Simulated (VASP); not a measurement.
Pd: core levels with PBEsol

Crystal: Pd.

```
Pd
1.0
     0.00000    1.94650    1.94650
     1.94650    0.00000    1.94650
     1.94650    1.94650    0.00000
Pd
1
Direct
  0.00000 0.00000 0.00000
```

```yaml
Program: VASP 6.6.1
Task: core levels
Functional: PBEsol
Potentials_or_basis: VASP PAW PBE potentials, release 64 (Pd)
Cutoff: 520 eV
k_mesh: 13 × 13 × 13
Occupations: methfessel-paxton, width 0.1 eV
Spin: no spin polarisation
Further_INCAR_settings: ALGO = Fast; EDIFF = 1e-06
```

```json
{
  "Pressure": "-2.9 GPa",
  "Band gap on the k mesh": "none (metal or under the smearing width)"
}
```

Levels at points of the mesh, in eV from the Fermi level:
| k point | band 1 | band 2 | band 3 | band 4 | band 5 | band 6 | band 7 | band 8 | band 9 |
| --- | --- | --- | --- | --- | --- | --- | --- | --- | --- |
| (0.00, 0.00, 0.00) | -7.27 | -2.87 | -2.87 | -2.87 | -1.24 | -1.24 | 17.10 | 21.86 | 21.86 |

Core levels (eV, on the scale of the bands):
| atom | levels |
| --- | --- |
| 1 Pd | 1s -24150.9, 2s -3517.3, 2p -3152.0, 3s -625.6, 3p -505.6, 3d -315.2, 4s -74.5, 4p -40.2 |

Wall time 4.6 s on 1 thread of Intel(R) Xeon(R) 6975P-C (Granite Rapids) (shared host), peak memory 0.12 GiB.

Caveat: the PAW data sets were made with another functional, which shifts forces and pressure a little.
